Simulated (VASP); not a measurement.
# MgSn6N (F-43m) in VASP: further runs

Runs on MgSn6N. Level: PBE. Tasks: relaxation of cell and atoms.

Everything below comes from runs of VASP 6.6.1. Logs are shortened: lines on timing, memory, paths and dates and some standing lists are left out, and cuts for length are marked.

## 1. The structure

Symmetry: F-43m, No. 216, cubic system. Conventional cell: a = 9.060 Å, b = 9.060 Å, c = 9.060 Å, α = 90.00°, β = 90.00°, γ = 90.00°. Mg (site symmetry -43m) is surrounded by 12 Sn at 3.20 Å. Sn (site symmetry 2mm) is surrounded by 1 N at 2.27 Å. Around N (site symmetry -43m) lie 6 Sn at 2.27 Å.

The cell was built by a generator and needn't be a form met in nature.

## 2. Relaxation of cell and atoms, PBE

File INCAR:

```
PREC     = Normal         # precision mode
ENCUT    = 520            # plane-wave cutoff, eV
EDIFF    = 1E-4           # SCF threshold, eV
ISMEAR   = 0              # smearing method
SIGMA    = 0.15           # smearing width, eV
LREAL    = F              # projectors in reciprocal space
LASPH    = T              # aspherical terms in the spheres
NELM     = 60             # most SCF steps
ALGO     = Fast           # electronic algorithm
ISIF     = 3              # what is computed and relaxed
LWAVE    = F              # write WAVECAR
LCHARG   = F              # write CHGCAR
GGA      = PE             # functional
IBRION   = 2              # ionic algorithm
NSW      = 24             # ionic steps
EDIFFG   = -0.08          # ionic threshold
```

File KPOINTS:

```
regular mesh
0
Gamma
  4 4 4
```

File POSCAR:

```
MgSn6N
1.0
    0.0000000000      4.5300000000      4.5300000000
    4.5300000000      0.0000000000      4.5300000000
    4.5300000000      4.5300000000      0.0000000000
Mg Sn N
1 6 1
Direct
    0.7500000000      0.7500000000      0.7500000000
    0.2500000000      0.2500000000      0.7500000000
    0.7500000000      0.2500000000      0.2500000000
    0.7500000000      0.2500000000      0.7500000000
    0.7500000000      0.7500000000      0.2500000000
    0.2500000000      0.7500000000      0.7500000000
    0.2500000000      0.7500000000      0.2500000000
    0.0000000000      0.0000000000      0.0000000000
```

Potentials or basis: VASP PAW PBE potentials, release 64 (Mg, Sn_d, N).

Run with:

```
> cat potpaw_PBE.64/Mg/POTCAR potpaw_PBE.64/Sn_d/POTCAR potpaw_PBE.64/N/POTCAR > POTCAR
> mpirun -np 1 vasp_std > vasp.out
```

OUTCAR:

```text
PREC = Normal
   ENCUT = 520
   EDIFF = 1E-4
   ISMEAR = 0
   LREAL = F
   LASPH = T
   NELM = 60
   ISIF = 3
   GGA = PE
   IBRION = 2
   NSW = 24
   EDIFFG = -0.08

 ion  position               nearest neighbor table
   1  0.750  0.750  0.750-   4 3.20   5 3.20   6 3.20   3 3.20   5 3.20   7 3.20   2 3.20   3 3.20
                             4 3.20   2 3.20   6 3.20   7 3.20
   2  0.250  0.250  0.750-   8 2.27   6 3.20   4 3.20   3 3.20   7 3.20   1 3.20   6 3.20   7 3.20
                             1 3.20   3 3.20   4 3.20
   3  0.750  0.250  0.250-   8 2.27   5 3.20   4 3.20   1 3.20   2 3.20   4 3.20   1 3.20   5 3.20
                             7 3.20   2 3.20   7 3.20
   4  0.750  0.250  0.750-   8 2.27   2 3.20   3 3.20   1 3.20   3 3.20   5 3.20   1 3.20   5 3.20
                             6 3.20   2 3.20   6 3.20
   5  0.750  0.750  0.250-   8 2.27   3 3.20   7 3.20   1 3.20   1 3.20   4 3.20   6 3.20   3 3.20
                             4 3.20   6 3.20   7 3.20
   6  0.250  0.750  0.750-   8 2.27   2 3.20   7 3.20   1 3.20   5 3.20   7 3.20   2 3.20   4 3.20
                             1 3.20   4 3.20   5 3.20
   7  0.250  0.750  0.250-   8 2.27   6 3.20   5 3.20   1 3.20   2 3.20   6 3.20   2 3.20   3 3.20
                             1 3.20   3 3.20   5 3.20
   8  0.000  0.000  0.000-   2 2.27   3 2.27   4 2.27   5 2.27   6 2.27   7 2.27

  LATTYP: Found a face centered cubic cell.
 ALAT       =     9.0600000000

  Lattice vectors:

 A1 = (   0.0000000000,   4.5300000000,   4.5300000000)
 A2 = (   4.5300000000,   0.0000000000,   4.5300000000)
 A3 = (   4.5300000000,   4.5300000000,   0.0000000000)

Analysis of symmetry for initial positions (statically):
=====================================================================
 Subroutine PRICEL returns:
 Original cell was already a primitive cell.

 Routine SETGRP: Setting up the symmetry group for a
 face centered cubic supercell.

 Subroutine GETGRP returns: Found 24 space group operations
 (whereof 24 operations were pure point group operations)
 out of a pool of 48 trial point group operations.

The static configuration has the point symmetry T_d .

Analysis of symmetry for dynamics (positions and initial velocities):
=====================================================================
 Subroutine PRICEL returns:
 Original cell was already a primitive cell.

 Routine SETGRP: Setting up the symmetry group for a
 face centered cubic supercell.

 Subroutine GETGRP returns: Found 24 space group operations
 (whereof 24 operations were pure point group operations)
 out of a pool of 48 trial point group operations.

The dynamic configuration has the point symmetry T_d .

 Subroutine INISYM returns: Found 24 space group operations
 (whereof 24 operations are pure point group operations),
 and found     1 'primitive' translations

----------------------------------------------------------------------------------------

                                     Primitive cell

  volume of cell :     185.9194

  direct lattice vectors                    reciprocal lattice vectors
     0.000000000  4.530000000  4.530000000    -0.110375276  0.110375276  0.110375276
     4.530000000  0.000000000  4.530000000     0.110375276 -0.110375276  0.110375276
     4.530000000  4.530000000  0.000000000     0.110375276  0.110375276 -0.110375276

  length of vectors
     6.406387438  6.406387438  6.406387438     0.191175586  0.191175586  0.191175586

  position of ions in fractional coordinates (direct lattice)
     0.750000000  0.750000000  0.750000000
     0.250000000  0.250000000  0.750000000
     0.750000000  0.250000000  0.250000000
     0.750000000  0.250000000  0.750000000
     0.750000000  0.750000000  0.250000000
     0.250000000  0.750000000  0.750000000
     0.250000000  0.750000000  0.250000000
     0.000000000  0.000000000  0.000000000

  ion indices of the primitive-cell ions
   primitive index   ion index
                 1           1
                 2           2
                 3           3
                 4           4
                 5           5
                 6           6
                 7           7
                 8           8

----------------------------------------------------------------------------------------

 KPOINTS: regular mesh

Automatic generation of k-mesh.
 Grid dimensions read from file:
 generate k-points for:    4    4    4

 Generating k-lattice:

  Cartesian coordinates                     Fractional coordinates (reciprocal lattice)
    -0.027593819  0.027593819  0.027593819     0.250000000  0.000000000  0.000000000
     0.027593819 -0.027593819  0.027593819     0.000000000  0.250000000  0.000000000
     0.027593819  0.027593819 -0.027593819     0.000000000  0.000000000  0.250000000

  Length of vectors
     0.047793896  0.047793896  0.047793896

  Shift w.r.t. Gamma in fractional coordinates (k-lattice)
     0.000000000  0.000000000  0.000000000

 Subroutine IBZKPT returns following result:
 ===========================================

 Found      8 irreducible k-points:

 Following reciprocal coordinates:
            Coordinates               Weight
  0.000000  0.000000  0.000000      1.000000
  0.250000  0.000000  0.000000      8.000000
  0.500000  0.000000  0.000000      4.000000
  0.250000  0.250000  0.000000      6.000000
  0.500000  0.250000  0.000000     24.000000
 -0.250000  0.250000  0.000000     12.000000
  0.500000  0.500000  0.000000      3.000000
 -0.250000  0.500000  0.250000      6.000000
   k-points           NKPTS =      8   k-points in BZ     NKDIM =      8   number of bands    NBANDS=     54
   number of dos      NEDOS =    301   number of ions     NIONS =      8
   total plane-waves  NPLWV =  46656
   dimension x,y,z NGX =    36 NGY =   36 NGZ =   36
   dimension x,y,z NGXF=    72 NGYF=   72 NGZF=   72
   ions per type =               1   6   1
   NGX,Y,Z   is equivalent  to a cutoff of   9.34,  9.34,  9.34 a.u.
   NGXF,Y,Z  is equivalent  to a cutoff of  18.68, 18.68, 18.68 a.u.
 SYSTEM =  unknown system
   PREC   = normal    normal or accurate (medium, high low for compatibility)
   ISTART =      0    job   : 0-new  1-cont  2-samecut
   ICHARG =      2    charge: 1-file 2-atom 10-const
   ISPIN  =      1    spin polarized calculation?
   LNONCOLLINEAR =      F non collinear calculations
   LSORBIT =      F    spin-orbit coupling
   LASPH  =      T    aspherical Exc in radial PAW
   ENCUT  =  520.0 eV  38.22 Ry    6.18 a.u.  11.91 11.91 11.91*2*pi/ulx,y,z
   NELM   =     60;   NELMIN=  2; NELMDL= -5     # of ELM steps
   EDIFF  = 0.1E-03   stopping-criterion for ELM
   LREAL  =      F    real-space projection
   EDIFFG = -.8E-01   stopping-criterion for IOM
   NSW    =     24    number of steps for IOM
   IBRION =      2    ionic relax: 0-MD 1-quasi-New 2-CG
   NFREE  =      1    steps in history (QN), initial steepest desc. (CG)
   ISIF   =      3    stress and relaxation
   ISYM   =      2    0-nonsym 1-usesym 2-fastsym
   POTIM  = 0.5000    time-step for ionic-motion
   TEBEG  =    0.0;   TEEND  =   0.0 temperature during run
   PSTRESS=    0.0 pullay stress
   NELECT =      91.0000    total number of electrons
   NUPDOWN=      -1.0000    fix difference up-down
   EMIN   =  10.00;   EMAX   =-10.00  energy-range for DOS
   EFERMI =   0.00;   METHOD = LEGACY
   ISMEAR =     0;   SIGMA  =   0.15  broadening in eV -4-tet -1-fermi 0-gaus
   EFERMI_NEDOS =   21; number of points for ismear=-14 and -15
   IALGO  =     68    algorithm
   IMIX   =      4    mixing-type and parameters
     AMIX     =   0.40;   BMIX     =  1.00
     AMIX_MAG =   1.60;   BMIX_MAG =  1.00
  volume/ion in A,a.u.               =      23.24       156.83
  Fermi-wavevector in a.u.,A,eV,Ry     =   1.290170  2.438069 22.647439  1.664540
  Thomas-Fermi vector in A             =   2.422018
   LORBIT       =      0    0 simple, 1 ext, 2 COOP (PROOUT), +10 PAW based schemes
   GGA     = PE    functional components
   LHFCALC =     F    Hartree Fock is set to
   AEXX    =    0.0000 exact exchange contribution
   IVDW    =     0    specifies the selected vdW correction
   LEPSILON=     F    determine dielectric tensor
   LRPA    =     F    only Hartree local field effects (RPA)
 conjugate gradient relaxation of ions
 non-spin polarized calculation
 RMM-DIIS sequential band-by-band and
 Gauss-broadening in eV      SIGMA  =   0.15
  energy-cutoff  :      520.00
  volume of cell :      185.92
 maximum number of plane-waves:      5044
   NGX = 23   NGY = 23   NGZ = 23

--------------------------------------- Ionic step        1  -------------------------------------------

 number of electron      91.0000024 magnetization

 Free energy of the ion-electron system (eV)
  ---------------------------------------------------
  ext. energy  EPLUGINS =         0.00000000
  ---------------------------------------------------
  free energy    TOTEN  =       -29.21452782 eV

  energy without entropy =      -29.12142942  energy(sigma->0) =      -29.16797862

 E-fermi :   7.9340     XC(G=0): -10.2339

 val. band max:        7.9131111384   @ k =   0.2500   0.0000   0.0000
 cond. band min:       7.9813553222   @ k =   0.5000   0.5000   0.0000
 fundamental gap:      0.0682441838
 Fermi energy:         7.9340154884

 k-point     1 :       0.0000    0.0000    0.0000
  band No.  band energies     occupation
      1     -14.1439      2.00000
      2     -13.9436      2.00000
      3     -13.9436      2.00000
      4     -13.9436      2.00000
      5     -13.8918      2.00000
      6     -13.8918      2.00000
[... 610 lines left out ...]
  energy  without entropy=      -29.9422455387  energy(sigma->0) =      -29.98001353

--------------------------------------- Ionic step        5  -------------------------------------------

 number of electron      91.0000167 magnetization

 Free energy of the ion-electron system (eV)
  ---------------------------------------------------
  ext. energy  EPLUGINS =         0.00000000
  ---------------------------------------------------
  free energy    TOTEN  =       -30.02034712 eV

  energy without entropy =      -29.94436858  energy(sigma->0) =      -29.98235785

 E-fermi :   6.3915     XC(G=0):  -9.5981

 val. band max:        6.3720100964   @ k =   0.2500   0.0000   0.0000
 cond. band min:       6.4758984163   @ k =  -0.2500   0.5000   0.2500
 fundamental gap:      0.1038883199
 Fermi energy:         6.3914782854

 k-point     1 :       0.0000    0.0000    0.0000
  band No.  band energies     occupation
      1     -15.4424      2.00000
      2     -15.3688      2.00000
      3     -15.3688      2.00000
      4     -15.3688      2.00000
      5     -15.3234      2.00000
      6     -15.3234      2.00000
[... 480 lines left out ...]
  FREE ENERGIE OF THE ION-ELECTRON SYSTEM (eV)
  ---------------------------------------------------
  free  energy   TOTEN  =       -30.0203471196 eV

  energy  without entropy=      -29.9443685796  energy(sigma->0) =      -29.98235785

 reached required accuracy - stopping structural energy minimisation
```

Wall time 2.9 min (1 thread of Intel Xeon Platinum 8259CL at 2.50GHz (Skylake/Cascade Lake), shared host); peak memory 0.25 GiB.

What came out:

```yaml
Free_energy: -30.0203 eV
Relaxed_volume: 26.80 Å³/atom
Relaxed_cell: a = 6.718 Å, b = 6.718 Å, c = 6.718 Å, α = 60.00°, β = 60.00°, γ = 60.00°
Space_group_after_relaxing_to_0.05_Å: F-43m (No. 216)
Energy_gained_by_relaxing: 100.7 meV/atom
Ionic_steps: 5
Pressure_after_relaxing: 0.4 GPa
Band_gap_on_the_k_mesh: none (metal or under the smearing width)
```

Step by step:
```tsv
step	energy change (eV)	largest force (eV/Å)	pressure (GPa)	volume (Å³)
1	0.0000	0.6136	9.85	185.92
2	-0.7026	0.2634	-2.16	227.09
3	-0.8032	0.0817	0.11	214.49
4	-0.8033	0.1258	-0.14	215.09
5	-0.8058	0.0456	0.38	214.40
```

Final structure:
```
Mg Sn N
1.0
     0.00000    4.75040    4.75040
     4.75040    0.00000    4.75040
     4.75040    4.75040    0.00000
Mg Sn N
1 6 1
Direct
  0.75000 0.75000 0.75000
  0.25182 0.25182 0.74818
  0.74818 0.25182 0.25182
  0.74818 0.25182 0.74818
  0.74818 0.74818 0.25182
  0.25182 0.74818 0.74818
  0.25182 0.74818 0.25182
  0.00000 0.00000 0.00000
```

Caveat: the volume moved by over 15 % at a fixed basis, so the end points are rough; the relaxation stopped at a loose force limit of 0.08 eV/Å, so its end isn't a converged minimum.

## 3. Relaxation of cell and atoms, PBE

This run uses another cell than the first one, of 28.25 Å³/atom, 1.216 times its volume.

INCAR is that of step 2.

File KPOINTS:

```
regular mesh
0
Gamma
  3 3 3
```

File POSCAR:

```
MgSn6N
1.0
    0.0000000000      4.8345089300      4.8345089300
    4.8345089300      0.0000000000      4.8345089300
    4.8345089300      4.8345089300      0.0000000000
Mg Sn N
1 6 1
Direct
    0.0000000000      0.0000000000      0.0000000000
    0.7339176400      0.2660823600      0.2660823600
    0.2660823600      0.7339176400      0.7339176400
    0.2660823600      0.7339176400      0.2660823600
    0.7339176400      0.2660823600      0.7339176400
    0.2660823600      0.2660823600      0.7339176400
    0.7339176400      0.7339176400      0.2660823600
    0.5000000000      0.5000000000      0.5000000000
```

Potentials or basis: VASP PAW PBE potentials, release 64 (Mg, Sn_d, N).

Run with:

```
> cat potpaw_PBE.64/Mg/POTCAR potpaw_PBE.64/Sn_d/POTCAR potpaw_PBE.64/N/POTCAR > POTCAR
> mpirun -np 1 vasp_std > vasp.out
```

It took 3.8 min on 1 thread of Intel Xeon Platinum 8259CL at 2.50GHz (Skylake/Cascade Lake), shared host; peak memory 0.27 GiB.

The run converged. Its results:

```yaml
Free_energy: -27.5705 eV
Relaxed_volume: 35.92 Å³/atom
Relaxed_cell: a = 7.407 Å, b = 7.407 Å, c = 7.407 Å, α = 60.00°, β = 60.00°, γ = 60.00°
Space_group_after_relaxing_to_0.05_Å: Fm-3m (No. 225)
Energy_gained_by_relaxing: 173.5 meV/atom
Ionic_steps: 9
Pressure_after_relaxing: 0.2 GPa
Largest_force_after_relaxing: 0.012 eV/Å
Band_gap_on_the_k_mesh: none (metal or under the smearing width)
```

Forces in eV/Å, atoms in the order of the input:
```
Mg   0.000  0.000  0.000
Sn   0.012  0.000  0.000
Sn  -0.012  0.000  0.000
Sn   0.000  0.012  0.000
Sn   0.000 -0.012  0.000
Sn   0.000  0.000  0.012
Sn   0.000  0.000 -0.012
N    0.000  0.000  0.000
```

Step by step:
| step | energy change (eV) | largest force (eV/Å) | pressure (GPa) | volume (Å³) |
| --- | --- | --- | --- | --- |
| 1 | 0.0000 | 0.5891 | 8.41 | 225.99 |
| 2 | -1.1364 | 0.8098 | -0.65 | 278.05 |
| 3 | -1.1382 | 0.8471 | -0.53 | 275.15 |
| 4 | -1.1375 | 0.8531 | -0.22 | 274.11 |
| 5 | -1.2979 | 0.4346 | 0.02 | 275.52 |
| 6 | -1.3625 | 0.1464 | 0.97 | 277.44 |
| 7 | -1.3648 | 0.0213 | 0.82 | 277.04 |
| 8 | -1.3650 | 0.0650 | 0.90 | 277.17 |
| 9 | -1.3883 | 0.0124 | 0.15 | 287.38 |

Final structure:
```
CELL_PARAMETERS angstrom
0.00000 5.23772 5.23772
5.23772 0.00000 5.23772
5.23772 5.23772 0.00000
ATOMIC_POSITIONS crystal
Mg 0.00000 0.00000 0.00000
Sn 0.72104 0.27896 0.27896
Sn 0.27896 0.72104 0.72104
Sn 0.27896 0.72104 0.27896
Sn 0.72104 0.27896 0.72104
Sn 0.27896 0.27896 0.72104
Sn 0.72104 0.72104 0.27896
N 0.50000 0.50000 0.50000
```

Levels at points of the mesh, in eV from the Fermi level:
```
           k point  band 41  band 42  band 43  band 44  band 45  band 46  band 47  band 48  band 49  band 50
(0.00, 0.00, 0.00)    -2.59    -2.29    -2.29    -2.29     0.03     0.03     0.03     1.86     1.86     1.86
```

Caveat: the k mesh is coarse (spacing up to 0.38 Å⁻¹), so the values aren't converged; the volume moved by over 15 % at a fixed basis, so the end points are rough; the relaxation stopped at a loose force limit of 0.08 eV/Å, so its end isn't a converged minimum.
